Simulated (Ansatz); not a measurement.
WSe2: pressure against volume, fitted

```
CELL_PARAMETERS angstrom
3.29000 0.00000 0.00000
-1.64500 2.84922 0.00000
0.00000 0.00000 12.97000
ATOMIC_POSITIONS crystal
W 0.33333 0.66667 0.25000
W 0.66667 0.33333 0.75000
Se 0.33333 0.66667 0.62100
Se 0.66667 0.33333 0.12100
Se 0.33333 0.66667 0.87900
Se 0.66667 0.33333 0.37900
```

Atom numbers follow the list: W1, W2, Se3, Se4, Se5, Se6.

Conventional cell: a = 3.290 Å, b = 3.290 Å, c = 12.970 Å, α = 90.00°, β = 90.00°, γ = 120.00°. W (atom 1) is surrounded by 6 Se at 2.53 Å. Se (atom 3) is surrounded by 3 W at 2.53 Å.

The cell is COD entry 9009146, as deposited and not checked against the literature; nothing was relaxed.

No spin–orbit coupling, which matters for the heavy atoms here.

These are results of DFT, PBEsol, all-electron LAPW, scalar-relativistic in Ansatz 0.2.0, not measurements.

Numerical set-up: a Γ-centred 11×11×3 k mesh, Fermi–Dirac smearing of 0.08 eV, basis error target 0.5 meV/atom, no spin polarisation.

The cell is scaled evenly. Fractional coordinates are held (clamped ions).

```
V (Å³/atom)  P (GPa)
     19.048     8.61
     19.453     4.98
     19.858     1.72
     20.061     0.22
     20.263    -1.20
     20.466    -2.55
     20.669    -3.82
     21.479    -8.27
```

**Question.** Fit a third-order Birch–Murnaghan curve to the pressures.

**Answer.** P = (3B0/2)(y^(7/2) − y^(5/2))[1 + (3/4)(B0′ − 4)(y − 1)] with y = (V0/V)^(2/3) fits within 0.01 GPa for V0 = 20.091 Å³/atom, B0 = 143.5 GPa and B0′ = 4.42.

**Question.** Predict the pressure at the withheld volume, 21.074 Å³/atom.

**Answer.** There y = 0.9687, so the fit gives -6.17 GPa; the run gave -6.17 GPa.
